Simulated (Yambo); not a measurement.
# SiC (Moissanite) (P6_3mc) in Yambo: a series of runs

The runs below take SiC (Moissanite) through Hartree-Fock levels, G0W0 quasiparticle levels, with LDA.

Program: Yambo 5.3.0. These are calculated values, not measurements. Logs are shortened: lines on timing, memory, paths and dates and some standing lists are left out, and cuts for length are marked.

## (1) The structure

The structure is hexagonal, space group P6_3mc (No. 186). The conventional cell has a = 3.076 Å, b = 3.076 Å, c = 5.048 Å, α = 90.00°, β = 90.00°, γ = 120.00°. Si (site symmetry 3m) is surrounded by 4 C at 1.87 to 1.94 Å. C (site symmetry 3m) has 4 Si at 1.87 to 1.94 Å as nearest neighbours.

## (2) Hartree-Fock levels, LDA

hf1.in reads:

```
rim_cut
HF_and_locXC
RandQpts= 1000000
RandGvec= 50 RL
EXXRLvcs= 66 Ry
VXCRLvcs= 66 Ry
% QPkrange
 1 | 1 | 8 | 10 |
 4 | 4 | 8 | 10 |
 7 | 7 | 8 | 10 |
%
```

scf.in reads:

```
&CONTROL
  calculation = 'scf'
  prefix = 'pwscf'
  outdir = './tmp'
  pseudo_dir = './pseudo'
/
&SYSTEM
  ibrav = 0
  nat = 4
  ntyp = 2
  ecutwfc = 66
  nbnd = 14
  occupations = 'smearing'
  smearing = 'fd'
  degauss = 0.00367493
  force_symmorphic = .true.
/
&ELECTRONS
  conv_thr = 8d-10
  electron_maxstep = 120
  mixing_beta = 0.5
/
ATOMIC_SPECIES
Si    28.0850 Si.upf
C     12.0110 C.upf
CELL_PARAMETERS angstrom
   3.0760000000    0.0000000000    0.0000000000
  -1.5380000000    2.6638941420    0.0000000000
   0.0000000000    0.0000000000    5.0480000000
ATOMIC_POSITIONS crystal
Si     0.6666666667    0.3333333333    0.5000000000
Si     0.3333333333    0.6666666667    0.0000000000
C      0.6666666667    0.3333333333    0.8850000000
C      0.3333333333    0.6666666667    0.3850000000
K_POINTS automatic
12 12 6 0 0 0
```

nscf.in reads:

```
&CONTROL
  calculation = 'nscf'
  prefix = 'pwscf'
  outdir = './tmp'
  pseudo_dir = './pseudo'
/
&SYSTEM
  ibrav = 0
  nat = 4
  ntyp = 2
  ecutwfc = 66
  nbnd = 128
  occupations = 'fixed'
  force_symmorphic = .true.
/
&ELECTRONS
  conv_thr = 1d-08
  diago_full_acc = .true.
  diago_thr_init = 1d-06
/
ATOMIC_SPECIES
Si    28.0850 Si.upf
C     12.0110 C.upf
CELL_PARAMETERS angstrom
   3.0760000000    0.0000000000    0.0000000000
  -1.5380000000    2.6638941420    0.0000000000
   0.0000000000    0.0000000000    5.0480000000
ATOMIC_POSITIONS crystal
Si     0.6666666667    0.3333333333    0.5000000000
Si     0.3333333333    0.6666666667    0.0000000000
C      0.6666666667    0.3333333333    0.8850000000
C      0.3333333333    0.6666666667    0.3850000000
K_POINTS automatic
3 3 4 0 0 0
```

Potentials or basis: PseudoDojo 0.4.1 SR LDA standard.

Launch:

```bash
OMP_NUM_THREADS=1 pw.x -in scf.in > scf.out
OMP_NUM_THREADS=1 pw.x -in nscf.in > nscf.out
cd tmp/pwscf.save; p2y; mv SAVE ../..; cd ../..
OMP_NUM_THREADS=1 yambo
mkdir -p hf1; ln -s $PWD/g0w00/ndb.RIM hf1/
OMP_NUM_THREADS=1 yambo -F hf1.in -J hf1 -C hf1_out
```

Yambo's report:

```text
[... sections 02.01 to 02.04 as in the set-up run ...]

  [02.05] Energies & Occupations
  ==============================

  [X] === General ===
  [X] Electronic Temperature                        :  0.000000  0.000000 [eV K]
  [X] Bosonic    Temperature                        :  0.000000  0.000000 [eV K]
  [X] Finite Temperature mode                       : no
  [X] El. density                                   :  0.38681E+24 [cm-3]
  [X] Fermi Level                                   :  9.551737 [eV]

  [X] === Gaps and Widths ===
  [X] Conduction Band Min                           :  2.225131 [eV]
  [X] Valence Band Max                              :  0.000000 [eV]
  [X] Filled Bands                                  :   8
  [X] Empty Bands                                   :    9  128
  [X] Direct Gap                                    :  4.313027 [eV]
  [X] Direct Gap localized at k                     :   4
  [X] Indirect Gap                                  :  2.225131 [eV]
  [X] Indirect Gap between kpts                     :   1   7
  [X] Last valence band width                       :  4.049542 [eV]
  [X] 1st conduction band width                     :  3.425595 [eV]

 [03] Transferred momenta grid and indexing
 ==========================================

 IBZ Q-points                                      :  10
 BZ  Q-points                                      :   36

 K/Q-points units:
 rlu = crystal or reduced units; cc = cartesian coordinates; iku = interal k-units

 Q [ 1]         [rlu]:  0.000000  0.000000  0.000000
 Q [ 2]         [rlu]:  0.000000  0.000000  0.250000
 Q [ 3]         [rlu]:  0.000000  0.000000 -0.500000
 Q [ 4]         [rlu]:  0.10530E-16  0.33333       0.0000
 Q [ 5]         [rlu]:  0.10530E-16  0.33333      0.25000
 Q [ 6]         [rlu]:  0.10530E-16  0.33333     -0.50000
 Q [ 7]         [rlu]:  0.333333  0.333333  0.000000
 Q [ 8]         [rlu]:  0.333333  0.333333  0.250000
 Q [ 9]         [rlu]:  0.333333  0.333333 -0.500000
 Q [10]         [rlu]: -0.10530E-16 -0.33333      0.25000

 [04] Coloumb potential Random Integration (RIM)
 ===============================================

 Summary of Coulomb integrals for non-metallic bands |Q|[au] RIM/Bare

 Q [1] 0.100000E-4 0.926256 * Q [2] 0.164665 0.633513
 Q [3] 0.329330 0.866147 * Q [4] 0.416047 1.148303
 Q [5] 0.447448 1.092121 * Q [10] 0.447448 1.090956
 Q [6] 0.530616 1.026046 * Q [7] 0.720615 1.047175
 Q [8] 0.739189 1.040740 * Q [9] 0.792303 1.027473

 [05] Local Exchange-Correlation + Non-Local Fock
 ================================================

 [VXC] Plane waves :  2551
 [EXS] Plane waves :  2551

 QP @ state[ 1 ] K range:  1  1
 QP @ state[ 1 ] b range:   8  10
 QP @ state[ 2 ] K range:   4   4
 QP @ state[ 2 ] b range:   8  10
 QP @ state[ 3 ] K range:   7   7
 QP @ state[ 3 ] b range:   8  10

 [WF-HF/Rho loader] Normalization (few states)  min/max  :  0.64979E-16   1.0000

 [xc] Functional : Slater exchange(X)+Perdew & Wang(C)
 [xc] LIBXC used to calculate xc functional
  PP Number of Atomic Species                      :  2
  NLCC RL compoments                               :  20137
  PP Number of Atomic Species                      :  2
  NLCC RL compoments                               :  20137
 [WR./hf1//ndb.HF_and_locXC]-----------------------------------------------------
  Brillouin Zone Q/K grids (IBZ/BZ)                :   10   36   10   36
  RL vectors                                       :   3357 [WF]
  Fragmentation                                    : no
  Electronic Temperature                           :  0.000000 [K]
  Bosonic    Temperature                           :  0.000000 [K]
  Green`s function   wavefunctions                 : Slater exchange(X)+Perdew & Wang(C)
  Total number of QP states                        :   9
  Exchange RL vectors                              :  2551
  Exchange summation bands                         :   8
  RIM RL components                                :   55
  RIM random points                                :  1000000

 [xc] E_xc :  -6.077854 [Ha]
      E_xc :  -12.15571 [Ry]

  Local XC kind (lXC) : Slater exchange(X)+Perdew & Wang(C)
  Non-Local XC kind (nlXC) : Hartree-Fock

  Corrections @ K [1] :  [eV]
 <8|nlXC|8> = -17.12487 -0.17296E-17 <8|lXC|8> = -14.79779 -0.18882E-15
 <9|nlXC|9> = -6.755266 -0.11793E-17 <9|lXC|9> = -12.23016 -0.18882E-15
 <10|nlXC|10> = -7.116180  0.40364E-17 <10|lXC|10> = -12.72697 -0.56645E-15

  Corrections @ K [4] :  [eV]
 <8|nlXC|8> = -17.90507  0.71528E-18 <8|lXC|8> = -14.57916 -0.94408E-16
 <9|nlXC|9> = -5.824959  0.26451E-17 <9|lXC|9> = -10.83190  0.94408E-16
 <10|nlXC|10> = -6.231603  0.18426E-17 <10|lXC|10> = -11.48972  0.000000

  Corrections @ K [7] :  [eV]
 <8|nlXC|8> = -16.82434  0.19326E-16 <8|lXC|8> = -12.97088  0.28323E-15
 <9|nlXC|9> = -5.428245 -0.23180E-17 <9|lXC|9> = -10.02971  0.35403E-16
 <10|nlXC|10> = -6.420894 -0.13624E-19 <10|lXC|10> = -12.40979  0.94408E-16
```

Run time: 70 s. Hardware: 1 thread of Arm Neoverse V1, shared host; peak memory 0.25 GiB.

What came out:

| Item | Value |
| --- | --- |
| Band gap on the k mesh, mean-field level | 2.23 eV, indirect (least direct gap 4.31 eV) |
| Quasiparticle gap | 9.15 eV |
| Least direct quasiparticle gap | 12.39 eV |
| Quasiparticle gap at Γ | 12.39 eV |
| Band gap of the same states before the correction | 2.23 eV |

Quasiparticle terms (eV):
| k point | band | Kohn-Sham level | Vxc | Σx | Σc | Z | result |
| --- | --- | --- | --- | --- | --- | --- | --- |
| (0.000, 0.000, 0.000) | 8 | 0.00 | -14.80 | -17.12 | - | - | -2.33 |
| (0.000, 0.000, 0.000) | 9 | 4.58 | -12.23 | -6.76 | - | - | 10.06 |
| (0.000, 0.000, 0.000) | 10 | 6.03 | -12.73 | -7.12 | - | - | 11.64 |
| (0.000, 0.333, 0.000) | 8 | -1.20 | -14.58 | -17.91 | - | - | -4.53 |
| (0.000, 0.333, 0.000) | 9 | 3.11 | -10.83 | -5.82 | - | - | 8.12 |
| (0.000, 0.333, 0.000) | 10 | 4.77 | -11.49 | -6.23 | - | - | 10.03 |
| (0.333, 0.333, 0.000) | 8 | -4.05 | -12.97 | -16.82 | - | - | -7.90 |
| (0.333, 0.333, 0.000) | 9 | 2.23 | -10.03 | -5.43 | - | - | 6.83 |
| (0.333, 0.333, 0.000) | 10 | 7.86 | -12.41 | -6.42 | - | - | 13.85 |

Caveat: the k mesh is coarse (spacing up to 0.79 Å⁻¹), so the values aren't converged; an odd mesh through Γ misses points on the zone boundary, where band edges often lie.

## (3) G0W0 quasiparticle levels, LDA

g0w07.in reads:

```
gw0
dyson
el_el_corr
rim_cut
HF_and_locXC
ppa
em1d
RandQpts= 1000000
RandGvec= 50 RL
EXXRLvcs= 40 Ry
VXCRLvcs= 40 Ry
Chimod= "HARTREE"
% BndsRnXp
 1 | 128 |
%
NGsBlkXp= 12 Ry
% LongDrXp
 1 | 1 | 1 |
%
PPAPntXp= 27.21138 eV
% GbndRnge
 1 | 128 |
%
GTermKind= "none"
DysSolver= "n"
ExtendOut
% QPkrange
 1 | 1 | 8 | 10 |
 4 | 4 | 8 | 10 |
 7 | 7 | 8 | 10 |
%
```

scf.in is that of step 2.

nscf.in is that of step 2.

Potentials or basis: PseudoDojo 0.4.1 SR LDA standard.

Launch:

```bash
OMP_NUM_THREADS=1 pw.x -in scf.in > scf.out
OMP_NUM_THREADS=1 pw.x -in nscf.in > nscf.out
cd tmp/pwscf.save; p2y; mv SAVE ../..; cd ../..
OMP_NUM_THREADS=1 yambo
mkdir -p g0w07; ln -s $PWD/g0w00/ndb.pp* g0w07/
mkdir -p g0w07; ln -s $PWD/g0w00/ndb.RIM g0w07/
OMP_NUM_THREADS=1 yambo -F g0w07.in -J g0w07 -C g0w07_out
```

Yambo's report:

```text
[... sections 02.01 to 02.04 as in the set-up run ...]

  [02.05] Energies & Occupations
  ==============================

  [X] === General ===
  [X] Electronic Temperature                        :  0.000000  0.000000 [eV K]
  [X] Bosonic    Temperature                        :  0.000000  0.000000 [eV K]
  [X] Finite Temperature mode                       : no
  [X] El. density                                   :  0.38681E+24 [cm-3]
  [X] Fermi Level                                   :  9.551737 [eV]

  [X] === Gaps and Widths ===
  [X] Conduction Band Min                           :  2.225131 [eV]
  [X] Valence Band Max                              :  0.000000 [eV]
  [X] Filled Bands                                  :   8
  [X] Empty Bands                                   :    9  128
  [X] Direct Gap                                    :  4.313027 [eV]
  [X] Direct Gap localized at k                     :   4
  [X] Indirect Gap                                  :  2.225131 [eV]
  [X] Indirect Gap between kpts                     :   1   7
  [X] Last valence band width                       :  4.049542 [eV]
  [X] 1st conduction band width                     :  3.425595 [eV]

 [03] Transferred momenta grid and indexing
 ==========================================

 IBZ Q-points                                      :  10
 BZ  Q-points                                      :   36

 K/Q-points units:
 rlu = crystal or reduced units; cc = cartesian coordinates; iku = interal k-units

 Q [ 1]         [rlu]:  0.000000  0.000000  0.000000
 Q [ 2]         [rlu]:  0.000000  0.000000  0.250000
 Q [ 3]         [rlu]:  0.000000  0.000000 -0.500000
 Q [ 4]         [rlu]:  0.10530E-16  0.33333       0.0000
 Q [ 5]         [rlu]:  0.10530E-16  0.33333      0.25000
 Q [ 6]         [rlu]:  0.10530E-16  0.33333     -0.50000
 Q [ 7]         [rlu]:  0.333333  0.333333  0.000000
 Q [ 8]         [rlu]:  0.333333  0.333333  0.250000
 Q [ 9]         [rlu]:  0.333333  0.333333 -0.500000
 Q [10]         [rlu]: -0.10530E-16 -0.33333      0.25000

 [04] Coloumb potential Random Integration (RIM)
 ===============================================

[... 135 lines left out ...]
   :: PP condition fails/total    :  0.218264
   :: Time ordering fails/rest    :  0.500073
   :: Mean rel dev of PP cond     :  0.218261
   Current Q-pt index             :   9
   :: PP condition fails/total    :  0.215334
   :: Time ordering fails/rest    :  0.500190
   :: Mean rel dev of PP cond     :  0.215331
   Current Q-pt index             :  10
   :: PP condition fails/total    :  0.216158
   :: Time ordering fails/rest    :  0.500307
   :: Mean rel dev of PP cond     :  0.216156

  [08.02] QP properties and I/O
  =============================

  Legend (energies in eV)
  - B  : Band       - Eo  : bare energy
  - E  : QP energy  - Z   : Renormalization factor
  - So : Sc(Eo)     - S   : Sc(E)
  - dSp: Sc derivative precision

  - lXC: Local XC (Slater exchange(X)+Perdew & Wang(C))
  -nlXC: non-Local XC (Hartree-Fock)

  QP [eV] @ K [1] (iku):  0.000000  0.000000  0.000000
   B=8 Eo=  0.00 E= -0.45 E-Eo= -0.45 Re(Z)=0.80 Im(Z)=-0.110051E-2 nlXC= -17.1204 lXC= -14.7976 So=  1.75689
   B=9 Eo=  4.58 E=  5.03 E-Eo=  0.44 Re(Z)=0.80 Im(Z)=-0.113004E-2 nlXC= -6.75513 lXC= -12.2300 So= -4.92358
   B=10 Eo=  6.03 E=  6.43 E-Eo=  0.40 Re(Z)=0.80 Im(Z)=-0.110949E-2 nlXC= -7.11597 lXC= -12.7268 So= -5.11428
[... 6 lines left out ...]
  QP [eV] @ K [7] (iku):  0.333333  0.500000  0.000000
   B=8 Eo= -4.05 E= -4.85 E-Eo= -0.80 Re(Z)=0.79 Im(Z)=-0.127644E-2 nlXC= -16.8222 lXC= -12.9722 So=  2.83515
   B=9 Eo=  2.23 E=  2.58 E-Eo=  0.36 Re(Z)=0.83 Im(Z)=-0.101026E-2 nlXC= -5.42788 lXC= -10.0298 So= -4.17094
   B=10 Eo=  7.86 E=  8.54 E-Eo=  0.68 Re(Z)=0.80 Im(Z)=-0.292576E-2 nlXC= -6.41723 lXC= -12.4107 So= -5.15060

  [WR./g0w07//ndb.QP]-------------------------------------------------------------
   Lattice constants                                :  5.812798  5.034030  9.539337
   Coulomb cutoff potential                         : none
   Electronic Temperature                           :  0.000000 [K]
   Bosonic    Temperature                           :  0.000000 [K]
   Green`s function   energies                      : Slater exchange(X)+Perdew & Wang(C)
   wavefunctions                                    : Slater exchange(X)+Perdew & Wang(C)
   PPA    diel. fun.  energies                      : Slater exchange(X)+Perdew & Wang(C)
   wavefunctions                                    : Slater exchange(X)+Perdew & Wang(C)
   QP tot states                                    :   9
   GW solver                                        : Newton
   GW approximation                                 : PPA
   PPA imaginary Energy                             :  27.21138 ev
   RIM G`s                                          :   55
   RIM random pts                                   :  1000000
   dS/dw steps                                      :  2
   dS/dw step                                       :  0.100000 ev
   X G`s                                            :  209 used
   X G`s                                            :  209 disk
   X bands                                          :    1  128
   X poles                                          :  100.0000 o/o
   X e/h E range                                    : -1.000000 -1.000000 ev
   X Hxc Kernel                                     : HARTREE
   X BZ energy Double Grid                          : no
   X Optical Averaged directions                    : none
   Sc/G bands                                       :    1  128
   Sc/G damping                                     :  0.100000 ev
   Sc bands terminator                              : no
   Sx RL components                                 :  1213

   QP @ state[ 1 ] K range                          :  1  1
   QP @ state[ 1 ] b range                          :   8  10
   QP @ state[ 2 ] K range                          :   4   4
   QP @ state[ 2 ] b range                          :   8  10
   QP @ state[ 3 ] K range                          :   7   7
   QP @ state[ 3 ] b range                          :   8  10
   GF energies kind                                 : Slater exchange(X)+Perdew & Wang(C)
   GF WF`s kind                                     : Slater exchange(X)+Perdew & Wang(C)
   Xs energies kind                                 : Slater exchange(X)+Perdew & Wang(C)
   Xs WF`s kind                                     : Slater exchange(X)+Perdew & Wang(C)
```

What came out:

| Item | Value |
| --- | --- |
| Band gap on the k mesh, mean-field level | 2.23 eV, indirect (least direct gap 4.31 eV) |
| Quasiparticle gap | 3.03 eV |
| Least direct quasiparticle gap | 5.39 eV |
| Quasiparticle gap at Γ | 5.48 eV |
| Band gap of the same states before the correction | 2.23 eV |

Quasiparticle terms (eV):
```
              k point  band  Kohn-Sham level     Vxc      Σx     Σc     Z  result
(0.000, 0.000, 0.000)     8             0.00  -14.80  -17.12   1.76  0.80   -0.45
(0.000, 0.000, 0.000)     9             4.58  -12.23   -6.76  -4.92  0.80    5.03
(0.000, 0.000, 0.000)    10             6.03  -12.73   -7.12  -5.11  0.80    6.43
(0.000, 0.333, 0.000)     8            -1.20  -14.58  -17.90   2.46  0.79   -1.88
(0.000, 0.333, 0.000)     9             3.11  -10.83   -5.82  -4.53  0.82    3.50
(0.000, 0.333, 0.000)    10             4.77  -11.49   -6.23  -4.65  0.81    5.27
(0.333, 0.333, 0.000)     8            -4.05  -12.97  -16.82   2.84  0.79   -4.85
(0.333, 0.333, 0.000)     9             2.23  -10.03   -5.43  -4.17  0.83    2.58
(0.333, 0.333, 0.000)    10             7.86  -12.41   -6.42  -5.15  0.80    8.54
```

Caveat: the k mesh is coarse (spacing up to 0.79 Å⁻¹), so the values aren't converged; this version prints the column dSc/dw multiplied by 27.2; an odd mesh through Γ misses points on the zone boundary, where band edges often lie.

[end of part 1 of 3]
